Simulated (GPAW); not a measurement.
MnO in GPAW: the effect of Hubbard term

MnO:

```xyz
2
Lattice="0.0000 2.2220 2.2220 2.2220 0.0000 2.2220 2.2220 2.2220 0.0000" Properties=species:S:1:pos:R:3 pbc="T T T"
Mn    0.0000    0.0000    0.0000
O     2.2220    2.2220    2.2220
```

Alike in all runs:

```yaml
Program: GPAW 26.7.0
Task: single point
Functional: r2SCAN
Potentials_or_basis: GPAW PAW data sets (gpaw-data 1.2.1)
Cutoff: 800 eV
Basis: pw
k_mesh: 7 × 7 × 7
Occupations: fermi-dirac, width 0.05 eV
Spin: collinear spin, ferromagnetic start
Starting_moments: "[4.0, 0.0] μB"
Maxiter: 150
```

```tsv
Hubbard term	gap on the mesh (eV)	pressure (GPa)
none	none	3.8
Mn d U = 2 eV	0.45	5.4
Mn d U = 3 eV	0.72	6.2
Mn d U = 4 eV	0.97	6.9
Mn d U = 5 eV	1.20	7.5
Mn d U = 6 eV	?	?
Mn d U = 8 eV	1.76	9.2
```

**Question.** What does the run with Hubbard term Mn d U = 6 eV give?

**Answer.** gap on the mesh 1.40 eV; pressure 8.1 GPa.

Worked out: A parabola through the other rows of the pressure, of slope 0.581 GPa per eV there, gives 8.1 GPa, against the run's 8.1.

Caveats: the PAW data sets were made with another functional, which shifts forces and pressure a little; a cell with one magnetic atom can't hold antiferromagnetic order, which such compounds often take; an odd mesh through Γ misses points on the zone boundary, where band edges often lie (some runs); semilocal functionals often make such compounds metallic where correlation or magnetic order opens a gap, which also shifts bond lengths (some runs).

A gap of «none» marks a metal or a gap under the smearing width.
